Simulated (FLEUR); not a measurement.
# CdS (Greenockite): single point with PBEsol

**Measured values to compare with.**

“Isotope dependence of band-gap energy”, 2008, arxiv:0807.2152 quotes, for a bulk crystal of CdS: band gap 2.5809 ± 0.0002 eV.

The system is CdS (Greenockite).

```xyz
4
Lattice="4.1500 0.0000 0.0000 -2.0750 3.5940 0.0000 0.0000 0.0000 6.7370" Properties=species:S:1:pos:R:3 pbc="T T T"
Cd    2.0750    1.1980    3.3685
Cd    0.0000    2.3960    0.0000
S     2.0750    1.1980    5.8949
S     0.0000    2.3960    2.5264
```

```yaml
Program: FLEUR MaX-R8.1 (later development tree)
Task: single point
Functional: PBEsol
Potentials_or_basis: all-electron
Basis: FLAPW
Kmax: 5.33 1/bohr
k_mesh: 7 × 7 × 4
Occupations: fermi-dirac, width 0.05 eV
Spin: no spin polarisation
Gmax: 16.5 1/bohr
Muffin-tin_radii: Cd 2.45, S 1.84 bohr
lmax: Cd 10, S 8
lnonsphr: Cd 10, S 8
Local_orbitals_a_species: Cd 5, S 4
Max_iterations: 60
Mixing_factor: 0.05
Mixer: Anderson
Mixer_history: 15
Density_convergence: 1e-05 me/bohr^3
```

* Band gap on the k mesh: 1.06 eV, direct
* Valence electrons inside the program's atomic spheres: Cd 18.33; S 3.32 (radii Cd 2.45, S 1.84 bohr)

Levels at points of the mesh, in eV from the valence-band top:
| k point | band 23 | band 24 | band 25 | band 26 | band 27 | band 28 | band 29 | band 30 |
| --- | --- | --- | --- | --- | --- | --- | --- | --- |
| (0.00, 0.00, 0.00) | -0.77 | -0.04 | 0.00 | 0.00 | 1.06 | 2.67 | 6.36 | 6.36 |
| (0.00, 0.00, 0.50) | -0.40 | -0.40 | -0.40 | -0.40 | 2.73 | 2.73 | 6.04 | 6.04 |

Core levels (eV from the Fermi level):
```
atom                                                                                                                             levels
1 Cd  1s1/2 -26490.9, 2s1/2 -3928.2, 2p1/2 -3657.2, 2p3/2 -3464.9, 3s1/2 -728.2, 3p1/2 -619.6, 3p3/2 -585.3, 3d3/2 -392.9, 3d5/2 -385.9
2 Cd  1s1/2 -26490.9, 2s1/2 -3928.2, 2p1/2 -3657.2, 2p3/2 -3464.9, 3s1/2 -728.2, 3p1/2 -619.6, 3p3/2 -585.3, 3d3/2 -392.9, 3d5/2 -385.9
 3 S                                                                            1s1/2 -2394.3, 2s1/2 -204.1, 2p1/2 -150.0, 2p3/2 -148.7
 4 S                                                                            1s1/2 -2394.3, 2s1/2 -204.1, 2p1/2 -150.0, 2p3/2 -148.7
```

Run time: 12 min on 4 MPI ranks on AMD EPYC 7R43 64-Core Processor (Zen 3), with other jobs on the host.

Measured gap of CdS: 2.5809 eV (quoted in “Isotope dependence of band-gap energy”, 2008, arxiv:0807.2152). This calculation gives 1.06 eV (-1.52 eV). So large a miss can be the level of theory's own, or it may mean another phase, state or a wrong row. Spin-orbit coupling on Cd is left out. The value is that of PBEsol, without temperature or zero-point motion. Semilocal functionals fall short of measured gaps as a rule.
